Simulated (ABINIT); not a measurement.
Sc:

```
Sc
1.0
     3.30900    0.00000    0.00000
    -1.65450    2.86568    0.00000
     0.00000    0.00000    5.27330
Sc
2
Direct
  0.66667 0.33333 0.75000
  0.33333 0.66667 0.25000
```

| Property | Result |
| --- | --- |
| Program | ABINIT 10.8.3 (patched build) |
| Task | relaxation of cell and atoms |
| Functional | PBE |
| Potentials or basis | JTH PAW PBE v2.0 |
| Cutoff | 408 eV |
| k mesh | 7 × 7 × 4 |
| Occupations | fermi-dirac, width 0.05 eV |
| Spin | no spin polarisation |

At the start: pressure -0.9 GPa; volume 25.00 Å³/atom.

Question: Where does the relaxation end?

Answer: Over 8 steps the energy falls by 4.4 meV/atom and the volume is 24.58 Å³/atom (-1.7 %); space group P6_3/mmc (No. 194, to 0.05 Å).

Step by step:
| step | energy change (eV) | largest force (eV/Å) | pressure (GPa) | volume (Å³) |
| --- | --- | --- | --- | --- |
| 1 | 0.0000 | 0.0000 | -0.87 | 50.00 |
| 2 | -0.0017 | 0.0000 | -0.74 | 49.87 |
| 3 | -0.0082 | 0.0000 | 0.42 | 48.79 |
| 4 | -0.0084 | 0.0000 | 0.27 | 48.92 |
| 5 | -0.0086 | 0.0000 | 0.12 | 49.05 |
| 6 | -0.0087 | 0.0000 | -0.02 | 49.17 |
| 7 | -0.0088 | 0.0000 | -0.02 | 49.17 |
| 8 | -0.0088 | 0.0000 | -0.01 | 49.16 |

Final structure:
```cif
data_structure
_symmetry_space_group_name_H-M 'P 1'
_symmetry_Int_Tables_number 1
_cell_length_a 3.3194
_cell_length_b 3.3194
_cell_length_c 5.1514
_cell_angle_alpha 90.000
_cell_angle_beta 90.000
_cell_angle_gamma 120.000
_cell_volume 49.16
loop_
_atom_site_label
_atom_site_type_symbol
_atom_site_fract_x
_atom_site_fract_y
_atom_site_fract_z
_atom_site_occupancy
Sc1 Sc 0.66667 0.33333 0.75000 1
Sc2 Sc 0.33333 0.66667 0.25000 1
```
